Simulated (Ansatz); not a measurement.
N:

```
N
1.0
     5.81510    0.00000    0.00000
     0.00000    5.81510    0.00000
     0.00000    0.00000    5.81510
N
8
Direct
  0.04586 0.45414 0.54586
  0.45414 0.54586 0.04586
  0.54586 0.04586 0.45414
  0.95414 0.95414 0.95414
  0.93610 0.56390 0.43610
  0.56390 0.43610 0.93610
  0.43610 0.93610 0.56390
  0.06390 0.06390 0.06390
```

Base run:

- Program: Ansatz 0.2.0
- Functional: r2SCAN
- Potentials or basis: Ansatz PAW
- Cutoff: 500 eV
- Density cutoff: 2000 eV
- k mesh: 5 × 5 × 5
- Occupations: fermi-dirac, width 0.05 eV
- Spin: no spin polarisation

Its results: band gap on the k mesh 8.16 eV, indirect (least direct gap 8.18 eV); pressure -2.2 GPa; largest force 1.808 eV/Å.

The run is repeated on the same cell with these changes: functional from r2SCAN to BLYP; cutoff from 500 eV to 420 eV; density cutoff from 2000 eV to 1680 eV; occupations from fermi-dirac, width 0.05 eV to gaussian, width 0.05 eV. What comes out?

Band gap on the k mesh 7.54 eV, indirect (least direct gap 7.56 eV); pressure -0.4 GPa; largest force 0.815 eV/Å.

Caveats: the PAW data sets come from PBE, with cores solved anew for the run's functional, which leaves a small shift of forces and pressure; forces of over 1 eV/Å show positions far from the minimum, so gaps and moduli don't describe the material at rest (some runs); the potentials were made for another functional, which shifts forces and pressure (some runs).

Not every run made on this cell is shown here.
